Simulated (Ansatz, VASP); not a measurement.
One calculation of KMgF3, two programs

The input INCAR:

```
SYSTEM = KMgF3
PREC = Accurate
ENCUT = 600
EDIFF = 1E-7
ISMEAR = 0
SIGMA = 0.01
LREAL = .False.
LASPH = .True.
NELM = 100
ALGO = Normal
ISIF = 3
LWAVE = .False.
LCHARG = .False.
IBRION = 2
NSW = 100
EDIFFG = -0.02
```

File KPOINTS:

```
regular mesh
0
Gamma
  6 6 6
  0 0 0
```

Contents of POSCAR:

```
KMgF3
1.0
    3.9859000000      0.0000000000      0.0000000000
    0.0000000000      3.9859000000      0.0000000000
    0.0000000000      0.0000000000      3.9859000000
K Mg F
1 1 3
Direct
    0.5000000000      0.5000000000      0.5000000000
    0.0000000000      0.0000000000      0.0000000000
    0.5000000000      0.0000000000      0.0000000000
    0.0000000000      0.5000000000      0.0000000000
    0.0000000000      0.0000000000      0.5000000000
```

Input for Ansatz:

```yaml
crystal:
  lattice:
    - [3.9859, 0.0, 0.0]
    - [0.0, 3.9859, 0.0]
    - [0.0, 0.0, 3.9859]
  atoms:
    - { symbol: K, position: [0.5, 0.5, 0.5] }
    - { symbol: Mg, position: [0.0, 0.0, 0.0] }
    - { symbol: F, position: [0.5, 0.0, 0.0] }
    - { symbol: F, position: [0.0, 0.5, 0.0] }
    - { symbol: F, position: [0.0, 0.0, 0.5] }
kpoints:
  mp_grid:
    grid: [6, 6, 6]
hamiltonian:
  xc: lda
  dispersion: none
scf:
  occupations:
    method: fixed
relax:
  f_tol: 0.02
  max_steps: 100
  cell: {}
```

Alike in both runs: task relaxation of cell and atoms; functional LDA; k mesh 6 × 6 × 6; no spin polarisation.

|  | VASP | Ansatz |
| --- | --- | --- |
| version | VASP 6.6.1 | Ansatz 0.2.0 |
| potentials or method | VASP PAW LDA potentials, release 64 (K_sv, Mg, F) | plane waves, PAW |
| plane-wave cutoff (eV) | 600 | 420 |
| occupations | gaussian, width 0.01 eV | fixed |
| valence electrons in the cell | 32 | 40 |

```csv
,VASP,Ansatz,Ansatz less VASP
relaxed volume (Å³/atom),11.80,11.94,+0.142
relaxed cell length with the largest relative difference (Å),3.893,3.908,+0.0156
energy change over the relaxation (meV/atom),-16,-11,+4.9
```

The two sets of potentials don't hold the same shells in valence.

A k mesh can miss the band edges. Zero-point motion and thermal expansion aren't in these numbers. LDA usually gives volumes a few per cent too small.
